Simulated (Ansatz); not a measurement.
# Sb: further runs on the relaxed cell

An exercise on one series of results from a longer session: the logs are not shown, and one member is left open.

Program: Ansatz 0.2.0. Level of theory: DFT r2SCAN, scalar-relativistic, plane waves, PAW. These are calculated values, not measurements.

1 further run of the same task is left out (set aside as unsound or not needed).

### The structure to begin with

It takes space group Pm-3m (No. 221, cubic). The conventional cell has a = 3.088 Å, b = 3.088 Å, c = 3.088 Å, α = 90.00°, β = 90.00°, γ = 90.00°. Sb (site symmetry m-3m) is surrounded by 6 Sb at 3.09 Å.

Coordinates:

```
CELL_PARAMETERS angstrom
3.08753 0.00000 0.00000
0.00000 3.08753 0.00000
0.00000 0.00000 3.08753
ATOMIC_POSITIONS crystal
Sb 0.00000 0.00000 0.00000
```

This cell was relaxed beforehand with the same method: volume 29.43 Å³/atom, gap on the mesh none (metal).

Set-up of the first run:

Input file input.yaml:

```yaml
crystal:
  lattice:
    - [3.0875323689, 0.0, 0.0]
    - [0.0, 3.0875323689, 0.0]
    - [0.0, 0.0, 3.0875323689]
  atoms:
    - { symbol: Sb, position: [0.0, 0.0, 0.0] }
basis:
  ecutwfc: 500
kpoints:
  mp_grid: { grid: [14, 14, 14] }
  band_path:
    path:
      - [[0.0, 0.0, 0.0], [0.0, 0.5, 0.0], [0.5, 0.5, 0.0], [0.0, 0.0, 0.0], [0.5, 0.5, 0.5], [0.0, 0.5, 0.0]]
      - [[0.5, 0.5, 0.5], [0.5, 0.5, 0.0]]
    npoints: 14
hamiltonian:
  xc: r2scan
scf:
  occupations: { method: gaussian, width: 0.1 }
  n_extra_bands: 6
output:
  forces: true
  stress: true
  eigenvalues: true
  populations: true
  dos: { projected: true, de: 0.02, nscf_kmesh: { grid: [21, 21, 21] } }
  bader: true
```

Command:

```
$ ansatz run input.yaml --threads 1 --pin off --max-ram 2560MiB --backend cpu --events-out ev --progress --plain --runs-dir out
```

Among the steps run: Static run: bands, density of states and charges; The cell as listed, for comparison; The cell scaled to 0.97 of its volume; The cell scaled to 1.03 of its volume; Volume × 0.94; Point at V/V0 = 1.06; Volume × 0.91; Point at V/V0 = 1.10; The cell scaled to 0.88 of its volume.

One of the session's tables, all rows but one given; the rest of the session is left out.

It belongs to the step «Fit of the equation of state». 

```
volume (Å³/atom)  energy above the lowest point (meV/atom)  pressure (GPa)
          25.901                                      96.3            9.98
          26.784                                      50.7            6.72
          27.667                                      21.5            4.09
          28.550                                         ?               ?
          29.433                                       0.0           -0.01
          30.316                                       4.6           -1.63
          31.199                                      17.5           -3.02
          32.376                                      45.5           -4.57
```

**Question.** Estimate the row for volume (Å³/atom) = 28.550.

Worked estimate for «energy above the lowest point (meV/atom)». A straight line through the neighbours (27.667, 21.5) and (29.433, 0.0) gives 21.5 + (0.0 − 21.5) × (28.550 − 27.667) / (29.433 − 27.667) = 10.7; a parabola fitted to 4 rows on both sides gives 5.1.

**Answer.** energy above the lowest point (meV/atom): 5.1; pressure (GPa): 1.89. In «energy above the lowest point (meV/atom)» the line misses by +5.6 and the parabola by 0.0.
